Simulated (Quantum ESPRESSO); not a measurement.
# BaS (Fm-3m) in Quantum ESPRESSO: settings compared

The runs below take BaS through single point, equation of state, band structure, with r2SCAN, PBEsol.

Program: Quantum ESPRESSO 7.5. These are calculated values, not measurements. Logs are shortened: lines on timing, memory, paths and dates and some standing lists are left out, and cuts for length are marked.

**Measured values to compare with.**

A printed reference work, monograph, original work of 1988 reports, for a bulk crystal of BaS at 2 K: band gap 3.806 eV (indirect).

The runs below are set against these values where they give the same quantity.

### Step 1. Starting point

It takes space group Fm-3m (No. 225, cubic). Conventional cell: a = 6.388 Å, b = 6.388 Å, c = 6.388 Å, α = 90.00°, β = 90.00°, γ = 90.00°. Ba (site symmetry m-3m) is surrounded by 6 S at 3.19 Å. S (site symmetry m-3m) is surrounded by 6 Ba at 3.19 Å.

### Step 2. Single point, r2SCAN, 30.62 Å³/atom

Input file pw.in:

```
&CONTROL
  calculation = 'scf'
  prefix = 'pwscf'
  outdir = './tmp'
  pseudo_dir = './pseudo'
  tstress = .true.
  disk_io = 'nowf'
/
&SYSTEM
  ibrav = 0
  nat = 2
  ntyp = 2
  ecutwfc = 52
  nbnd = 14
  input_dft = 'r2scan'
  occupations = 'smearing'
  smearing = 'fd'
  degauss = 0.00367493
  nosym = .true.
  nr1 = 40
  nr2 = 40
  nr3 = 40
/
&ELECTRONS
  conv_thr = 1d-08
  electron_maxstep = 120
  mixing_beta = 0.5
/
ATOMIC_SPECIES
Ba   137.3270 Ba_ONCV_PBE-1.2.upf
S     32.0600 S_ONCV_PBE-1.2.upf
CELL_PARAMETERS angstrom
   0.0000000000    3.1285531347    3.1285531347
   3.1285531347    0.0000000000    3.1285531347
   3.1285531347    3.1285531347    0.0000000000
ATOMIC_POSITIONS crystal
Ba     0.0000000000    0.0000000000    0.0000000000
S      0.5000000000    0.5000000000    0.5000000000
K_POINTS automatic
5 5 5 0 0 0
```

Potentials or basis: SG15 PBE 1.2.

Started as:

```sh
$ OMP_NUM_THREADS=1 mpirun -n 2 pw.x -nk 2 -in pw.in > pw.out
```

pw.out:

```text
This program is part of the open-source Quantum ESPRESSO suite
     for quantum simulation of materials; please cite
         "P. Giannozzi et al., J. Phys.:Condens. Matter 21 395502 (2009);
         "P. Giannozzi et al., J. Phys.:Condens. Matter 29 465901 (2017);
         "P. Giannozzi et al., J. Chem. Phys. 152 154105 (2020);
     in publications or presentations arising from this work. More details at

     IMPORTANT: XC functional enforced from input :
     Exchange-correlation= R2SCAN
                           (   0   0   0   0   0 497 498)
     Any further DFT definition will be discarded
     Please, verify this is what you really want

     K-points division:     npool     =       2
     Subspace diagonalization in iterative solution of the eigenvalue problem:
     a serial algorithm will be used

     G-vector sticks info
     --------------------
     sticks:   dense  smooth     PW     G-vecs:    dense   smooth      PW
     Sum        1003    1003    301                20875    20875    3479

     Using Slab Decomposition

     bravais-lattice index     =            0
     lattice parameter (alat)  =       8.3610  a.u.
     unit-cell volume          =     413.2922 (a.u.)^3
     number of atoms/cell      =            2
     number of atomic types    =            2
     number of electrons       =        16.00
     number of Kohn-Sham states=           14
     kinetic-energy cutoff     =      52.0000  Ry
     charge density cutoff     =     208.0000  Ry
     scf convergence threshold =      1.0E-08
     mixing beta               =       0.5000
     number of iterations used =            8  plain     mixing
     Exchange-correlation= R2SCAN
                           (   0   0   0   0   0 497 498)

     celldm(1)=   8.360984  celldm(2)=   0.000000  celldm(3)=   0.000000
     celldm(4)=   0.000000  celldm(5)=   0.000000  celldm(6)=   0.000000

     crystal axes: (cart. coord. in units of alat)
               a(1) = (   0.000000   0.707107   0.707107 )
               a(2) = (   0.707107   0.000000   0.707107 )
               a(3) = (   0.707107   0.707107   0.000000 )

     reciprocal axes: (cart. coord. in units 2 pi/alat)
               b(1) = ( -0.707107  0.707107  0.707107 )
               b(2) = (  0.707107 -0.707107  0.707107 )
               b(3) = (  0.707107  0.707107 -0.707107 )

     PseudoPot. # 1 for Ba read from file:
     Ba_ONCV_PBE-1.2.upf
     Pseudo is Norm-conserving, Zval = 10.0
     Generated using ONCVPSP code by D. R. Hamann
     Using radial grid of  602 points,  8 beta functions with:
                l(1) =   0
                l(2) =   0
                l(3) =   1
                l(4) =   1
                l(5) =   2
                l(6) =   2
                l(7) =   3
                l(8) =   3

     PseudoPot. # 2 for S  read from file:
     S_ONCV_PBE-1.2.upf
     Pseudo is Norm-conserving, Zval =  6.0
     Generated using ONCVPSP code by D. R. Hamann
     Using radial grid of  602 points,  4 beta functions with:
                l(1) =   0
                l(2) =   0
                l(3) =   1
                l(4) =   1

     atomic species   valence    mass     pseudopotential
     Ba               10.00   137.32700     Ba( 1.00)
     S                 6.00    32.06000     S ( 1.00)

     No symmetry found

   Cartesian axes

     site n.     atom                  positions (alat units)
         1        Ba     tau(   1) = (   0.0000000   0.0000000   0.0000000  )
         2        S      tau(   2) = (   0.7071068   0.7071068   0.7071068  )

     number of k points=    63  Fermi-Dirac smearing, width (Ry)=  0.0037
                       cart. coord. in units 2pi/alat
        k(    1) = (   0.0000000   0.0000000   0.0000000), wk =   0.0160000
        k(    2) = (   0.1414214   0.1414214  -0.1414214), wk =   0.0320000
        k(    3) = (   0.2828427   0.2828427  -0.2828427), wk =   0.0320000
        k(    4) = (   0.1414214  -0.1414214   0.1414214), wk =   0.0320000
        k(    5) = (   0.2828427  -0.0000000   0.0000000), wk =   0.0320000
        k(    6) = (   0.4242641   0.1414214  -0.1414214), wk =   0.0320000
[... 55 lines left out ...]
        k(   62) = (  -0.7071068   0.1414214   0.4242641), wk =   0.0320000
        k(   63) = (  -0.5656854   0.2828427   0.2828427), wk =   0.0320000

     Dense  grid:    20875 G-vectors     FFT dimensions: (  40,  40,  40)

     WARNING: libxc functional with ID  497 depends
      on external parameters: check the user_guide of
      QE if you need to modify them or to check their
      default values.

     WARNING: libxc functional with ID  498 depends
      on external parameters: check the user_guide of
      QE if you need to modify them or to check their
      default values.

     Initial potential from superposition of free atoms

     starting charge      15.5979, renormalised to      16.0000
     Starting wfcs are random

     Self-consistent Calculation

     iteration #  1     ecut=    52.00 Ry     beta= 0.50
     Davidson diagonalization with overlap
     ethr =  1.00E-02,  avg # of iterations =  8.7

     total energy              =     -72.21730251 Ry
     estimated scf accuracy    <       0.64575952 Ry

     iteration #  2     ecut=    52.00 Ry     beta= 0.50
     Davidson diagonalization with overlap
     ethr =  4.04E-03,  avg # of iterations =  1.0

     total energy              =     -72.28264694 Ry
     estimated scf accuracy    <       0.11396971 Ry

     iteration #  3     ecut=    52.00 Ry     beta= 0.50
     Davidson diagonalization with overlap
     ethr =  7.12E-04,  avg # of iterations =  1.4

     total energy              =     -72.29143052 Ry
     estimated scf accuracy    <       0.01764783 Ry

     iteration #  4     ecut=    52.00 Ry     beta= 0.50
     Davidson diagonalization with overlap
     ethr =  1.10E-04,  avg # of iterations =  5.5

     total energy              =     -72.29346937 Ry
     estimated scf accuracy    <       0.00013271 Ry

     iteration #  5     ecut=    52.00 Ry     beta= 0.50
     Davidson diagonalization with overlap
     c_bands:  1 eigenvalues not converged
     c_bands:  1 eigenvalues not converged
     ethr =  8.29E-07,  avg # of iterations = 13.5

     total energy              =     -72.29435540 Ry
     estimated scf accuracy    <       0.00002222 Ry

     iteration #  6     ecut=    52.00 Ry     beta= 0.50
     Davidson diagonalization with overlap
     ethr =  1.39E-07,  avg # of iterations =  2.0

     total energy              =     -72.29435780 Ry
     estimated scf accuracy    <       0.00000138 Ry

     iteration #  7     ecut=    52.00 Ry     beta= 0.50
     Davidson diagonalization with overlap
     ethr =  8.61E-09,  avg # of iterations =  4.0

     total energy              =     -72.29435857 Ry
     estimated scf accuracy    <       0.00000034 Ry

     iteration #  8     ecut=    52.00 Ry     beta= 0.50
     Davidson diagonalization with overlap
     ethr =  2.15E-09,  avg # of iterations =  2.1

     total energy              =     -72.29435863 Ry
     estimated scf accuracy    <       0.00000001 Ry

     iteration #  9     ecut=    52.00 Ry     beta= 0.50
     Davidson diagonalization with overlap
     ethr =  6.72E-11,  avg # of iterations =  4.7

     End of self-consistent calculation

          k = 0.0000 0.0000 0.0000 (  2685 PWs)   bands (ev):

   -20.5554  -4.9998  -4.9998  -4.9998  -4.8076   6.1195   6.1195   6.1195
    10.5425  10.5425  10.5425  10.6526  11.6568  11.6568

          k = 0.1414 0.1414-0.1414 (  2632 PWs)   bands (ev):

   -20.5339  -5.9069  -5.0138  -5.0138  -3.8699   5.2673   5.6470   5.6470
    10.6092  11.1614  11.1614  11.9833  12.8184  12.8184

          k = 0.2828 0.2828-0.2828 (  2599 PWs)   bands (ev):

   -20.4987  -6.5154  -5.0361  -5.0361  -3.2040   4.2762   5.0662   5.0662
    11.5674  12.7551  12.7551  13.1130  15.1697  15.1697

          k = 0.1414-0.1414 0.1414 (  2632 PWs)   bands (ev):

   -20.5339  -5.9069  -5.0138  -5.0138  -3.8699   5.2673   5.6470   5.6470
    10.6092  11.1614  11.1614  11.9833  12.8184  12.8184

          k = 0.2828-0.0000 0.0000 (  2613 PWs)   bands (ev):

   -20.5271  -5.8428  -5.0847  -5.0847  -3.9148   4.9005   6.0019   6.0019
     9.6189  11.4630  11.9236  11.9236  12.0144  14.4899

          k = 0.4243 0.1414-0.1414 (  2606 PWs)   bands (ev):

   -20.4970  -6.2040  -5.1469  -5.1251  -3.6633   4.7519   5.4556   5.5999
     9.8526  12.8239  13.1996  13.3418  13.4160  15.3688

          k =-0.1414-0.4243 0.4243 (  2605 PWs)   bands (ev):

   -20.4851  -6.3766  -5.2495  -5.0805  -3.4307   4.5334   5.1267   5.4107
    11.4553  11.9389  12.9767  13.8776  15.4235  15.9162

          k = 0.0000-0.2828 0.2828 (  2627 PWs)   bands (ev):

   -20.5081  -6.2170  -5.1869  -5.0111  -3.5082   4.6087   5.1417   5.8097
    10.7448  11.5533  12.0866  13.0035  13.8402  15.0872

          k = 0.2828-0.2828 0.2828 (  2599 PWs)   bands (ev):

   -20.4987  -6.5154  -5.0361  -5.0361  -3.2040   4.2762   5.0662   5.0662
    11.5674  12.7551  12.7551  13.1130  15.1697  15.1697
[... 18 lines left out ...]
   -20.4851  -6.3766  -5.2495  -5.0805  -3.4307   4.5334   5.1267   5.4107
    11.4553  11.9389  12.9767  13.8776  15.4235  15.9159

          k =-0.1414 0.1414 0.1414 (  2632 PWs)   bands (ev):

   -20.5339  -5.9069  -5.0138  -5.0138  -3.8699   5.2673   5.6470   5.6470
    10.6092  11.1614  11.1614  11.9833  12.8184  12.8184

          k =-0.0000 0.2828 0.0000 (  2613 PWs)   bands (ev):

   -20.5271  -5.8428  -5.0847  -5.0847  -3.9148   4.9005   6.0019   6.0019
     9.6189  11.4630  11.9236  11.9236  12.0144  14.4899

          k = 0.1414 0.4243-0.1414 (  2606 PWs)   bands (ev):

   -20.4970  -6.2040  -5.1469  -5.1251  -3.6633   4.7519   5.4556   5.5999
     9.8526  12.8239  13.1996  13.3418  13.4160  15.3688

          k =-0.4243-0.1414 0.4243 (  2605 PWs)   bands (ev):

   -20.4851  -6.3766  -5.2495  -5.0805  -3.4307   4.5334   5.1267   5.4107
    11.4553  11.9389  12.9767  13.8776  15.4235  15.9160

          k =-0.2828 0.0000 0.2828 (  2627 PWs)   bands (ev):

   -20.5081  -6.2170  -5.1869  -5.0111  -3.5082   4.6087   5.1417   5.8097
    10.7449  11.5533  12.0866  13.0035  13.8402  15.0872

          k =-0.0000-0.0000 0.2828 (  2613 PWs)   bands (ev):

   -20.5271  -5.8428  -5.0847  -5.0847  -3.9148   4.9005   6.0019   6.0019
     9.6189  11.4630  11.9236  11.9236  12.0144  14.4899
[... 68 lines left out ...]
   -20.4788  -6.0585  -5.3481  -5.2698  -3.7885   4.9395   5.4447   5.7696
    10.2789  11.9496  13.2608  14.1201  14.7055  16.1512

          k =-0.2828 0.2828 0.0000 (  2627 PWs)   bands (ev):

   -20.5081  -6.2170  -5.1869  -5.0111  -3.5082   4.6087   5.1417   5.8097
    10.7448  11.5533  12.0866  13.0035  13.8402  15.0872

          k =-0.1414 0.4243-0.1414 (  2606 PWs)   bands (ev):

   -20.4970  -6.2040  -5.1469  -5.1251  -3.6633   4.7519   5.4556   5.5999
     9.8526  12.8239  13.1996  13.3418  13.4159  15.3688

          k = 0.0000 0.5657-0.2828 (  2627 PWs)   bands (ev):

   -20.4788  -6.0585  -5.3481  -5.2698  -3.7885   4.9395   5.4447   5.7696
    10.2789  11.9496  13.2608  14.1201  14.7055  16.1511

          k =-0.5657-0.0000 0.2828 (  2627 PWs)   bands (ev):

   -20.4788  -6.0585  -5.3481  -5.2698  -3.7885   4.9395   5.4447   5.7696
    10.2789  11.9496  13.2608  14.1201  14.7055  16.1514

          k =-0.4243 0.1414 0.1414 (  2606 PWs)   bands (ev):

   -20.4970  -6.2040  -5.1469  -5.1251  -3.6633   4.7519   5.4556   5.5999
     9.8526  12.8239  13.1996  13.3418  13.4159  15.3688

          k =-0.2828 0.2828 0.2828 (  2599 PWs)   bands (ev):

   -20.4987  -6.5154  -5.0361  -5.0361  -3.2040   4.2762   5.0662   5.0662
    11.5674  12.7551  12.7551  13.1130  15.1697  15.1697
[... 108 lines left out ...]
   -20.4749  -5.8061  -5.5467  -5.1938  -4.1177   5.4351   5.6799   5.7198
     9.4272  13.1662  13.8151  13.9001  13.9903  14.9739

          k =-0.7071 0.1414 0.4243 (  2627 PWs)   bands (ev):

   -20.4788  -6.0585  -5.3481  -5.2698  -3.7885   4.9395   5.4447   5.7696
    10.2789  11.9496  13.2608  14.1201  14.7055  16.1511

          k =-0.5657 0.2828 0.2828 (  2605 PWs)   bands (ev):

   -20.4851  -6.3766  -5.2495  -5.0805  -3.4307   4.5334   5.1267   5.4107
    11.4553  11.9389  12.9767  13.8776  15.4235  15.9158

     the Fermi energy is     7.2247 ev

!    total energy              =     -72.29435865 Ry
     estimated scf accuracy    <          7.8E-09 Ry
     smearing contrib. (-TS)   =      -0.00000000 Ry
     internal energy E=F+TS    =     -72.29435865 Ry

     The total energy is F=E-TS. E is the sum of the following terms:
     one-electron contribution =      -5.42068738 Ry
     hartree contribution      =       9.07993444 Ry
     xc contribution           =     -12.16002199 Ry
     ewald contribution        =     -63.79358371 Ry

     convergence has been achieved in   9 iterations

     Computing stress (Cartesian axis) and pressure

          total   stress  (Ry/bohr**3)                   (kbar)     P=       40.35
   0.00027430  -0.00000000   0.00000000           40.35       -0.00        0.00
  -0.00000000   0.00027430   0.00000000           -0.00       40.35        0.00
   0.00000000   0.00000000   0.00027431            0.00        0.00       40.35

=------------------------------------------------------------------------------=
   JOB DONE.
=------------------------------------------------------------------------------=
```

Run time: 30 s. Hardware: 2 MPI ranks of AMD EPYC 9R45 (Zen 5), shared host; peak memory 0.2 GiB.

Results:

| Property | Result |
| --- | --- |
| Free energy | -983.6149 eV |
| Pressure | 4.0 GPa |
| Band gap on the k mesh | 2.58 eV, indirect (least direct gap 2.67 eV) |

Caveat: the potentials were made for another functional, which shifts forces and pressure; spin-orbit coupling is left out, which moves the levels of the heavy elements; an odd mesh through Γ misses points on the zone boundary, where band edges often lie.

### Step 3. Single point, r2SCAN, 31.27 Å³/atom

pw.in: that of step 2 with these lines changed.

```diff
@@ -32,5 +32,5 @@
 CELL_PARAMETERS angstrom
-   0.0000000000    3.1285531347    3.1285531347
-   3.1285531347    0.0000000000    3.1285531347
-   3.1285531347    3.1285531347    0.0000000000
+   0.0000000000    3.1505859250    3.1505859250
+   3.1505859250    0.0000000000    3.1505859250
+   3.1505859250    3.1505859250    0.0000000000
 ATOMIC_POSITIONS crystal
```

Potentials or basis: SG15 PBE 1.2.

Started as:

```sh
$ OMP_NUM_THREADS=1 mpirun -n 2 pw.x -nk 2 -in pw.in > pw.out
```

Wall time 28 s (2 MPI ranks of AMD EPYC 9R45 (Zen 5), shared host); peak memory 0.18 GiB.

The run converged. Its results:

| Property | Result |
| --- | --- |
| Free energy | -983.6430 eV |
| Pressure | 2.8 GPa |
| Band gap on the k mesh | 2.62 eV, indirect (least direct gap 2.72 eV) |

Caveat: the potentials were made for another functional, which shifts forces and pressure; spin-orbit coupling is left out, which moves the levels of the heavy elements; an odd mesh through Γ misses points on the zone boundary, where band edges often lie.

### Step 4. Single point, r2SCAN, 31.92 Å³/atom

pw.in: that of step 3 with these lines changed.

```diff
@@ -32,5 +32,5 @@
 CELL_PARAMETERS angstrom
-   0.0000000000    3.1505859250    3.1505859250
-   3.1505859250    0.0000000000    3.1505859250
-   3.1505859250    3.1505859250    0.0000000000
+   0.0000000000    3.1723147904    3.1723147904
+   3.1723147904    0.0000000000    3.1723147904
+   3.1723147904    3.1723147904    0.0000000000
 ATOMIC_POSITIONS crystal
```

Started as:

```sh
$ OMP_NUM_THREADS=1 mpirun -n 2 pw.x -nk 2 -in pw.in > pw.out
```

Wall time 28 s (2 MPI ranks of AMD EPYC 9R45 (Zen 5), shared host); peak memory 0.2 GiB.

Results (log left out):

```yaml
Free_energy: -983.6615 eV
Pressure: 1.7 GPa
Band_gap_on_the_k_mesh: 2.65 eV, indirect (least direct gap 2.77 eV)
```

Caveat: the potentials were made for another functional, which shifts forces and pressure; spin-orbit coupling is left out, which moves the levels of the heavy elements; an odd mesh through Γ misses points on the zone boundary, where band edges often lie.

### Step 5. Single point, r2SCAN, 32.58 Å³/atom

pw.in: that of step 4 with these lines changed.

```diff
@@ -32,5 +32,5 @@
 CELL_PARAMETERS angstrom
-   0.0000000000    3.1723147904    3.1723147904
-   3.1723147904    0.0000000000    3.1723147904
-   3.1723147904    3.1723147904    0.0000000000
+   0.0000000000    3.1937500000    3.1937500000
+   3.1937500000    0.0000000000    3.1937500000
+   3.1937500000    3.1937500000    0.0000000000
 ATOMIC_POSITIONS crystal
```

Started as:

```sh
$ OMP_NUM_THREADS=1 mpirun -n 2 pw.x -nk 2 -in pw.in > pw.out
```

Wall time 28 s (2 MPI ranks of AMD EPYC 9R45 (Zen 5), shared host); peak memory 0.2 GiB.

The run converged. Its results:

- Free energy: -983.6713 eV
- Pressure: 0.7 GPa
- Band gap on the k mesh: 2.68 eV, indirect (least direct gap 2.81 eV)

Caveat: the potentials were made for another functional, which shifts forces and pressure; spin-orbit coupling is left out, which moves the levels of the heavy elements; an odd mesh through Γ misses points on the zone boundary, where band edges often lie.

### Step 6. Single point, r2SCAN, 33.23 Å³/atom

pw.in: that of step 5 with these lines changed.

```diff
@@ -32,5 +32,5 @@
 CELL_PARAMETERS angstrom
-   0.0000000000    3.1937500000    3.1937500000
-   3.1937500000    0.0000000000    3.1937500000
-   3.1937500000    3.1937500000    0.0000000000
+   0.0000000000    3.2149012787    3.2149012787
+   3.2149012787    0.0000000000    3.2149012787
+   3.2149012787    3.2149012787    0.0000000000
 ATOMIC_POSITIONS crystal
```

Potentials or basis: SG15 PBE 1.2.

Started as:

```sh
$ OMP_NUM_THREADS=1 mpirun -n 2 pw.x -nk 2 -in pw.in > pw.out
```

It took 29 s on 2 MPI ranks of AMD EPYC 9R45 (Zen 5), shared host; peak memory 0.2 GiB.

The run converged. Its results:

```
Free energy            : -983.6734 eV
Pressure               : -0.2 GPa
Band gap on the k mesh : 2.70 eV, indirect (least direct gap 2.84 eV)
```

Caveat: the potentials were made for another functional, which shifts forces and pressure; spin-orbit coupling is left out, which moves the levels of the heavy elements; an odd mesh through Γ misses points on the zone boundary, where band edges often lie.

### Step 7. Single point, r2SCAN, 33.88 Å³/atom

pw.in: that of step 6 with these lines changed.

```diff
@@ -32,5 +32,5 @@
 CELL_PARAMETERS angstrom
-   0.0000000000    3.2149012787    3.2149012787
-   3.2149012787    0.0000000000    3.2149012787
-   3.2149012787    3.2149012787    0.0000000000
+   0.0000000000    3.2357778460    3.2357778460
+   3.2357778460    0.0000000000    3.2357778460
+   3.2357778460    3.2357778460    0.0000000000
 ATOMIC_POSITIONS crystal
```

Started as:

```sh
$ OMP_NUM_THREADS=1 mpirun -n 2 pw.x -nk 2 -in pw.in > pw.out
```

It took 32 s on 2 MPI ranks of AMD EPYC 9R45 (Zen 5), shared host; peak memory 0.2 GiB.

Results (log left out):

```
Free energy            : -983.6685 eV
Pressure               : -1.0 GPa
Band gap on the k mesh : 2.73 eV, indirect (least direct gap 2.87 eV)
```

Caveat: the potentials were made for another functional, which shifts forces and pressure; spin-orbit coupling is left out, which moves the levels of the heavy elements; an odd mesh through Γ misses points on the zone boundary, where band edges often lie.

(Continued in part 2 of 2.)
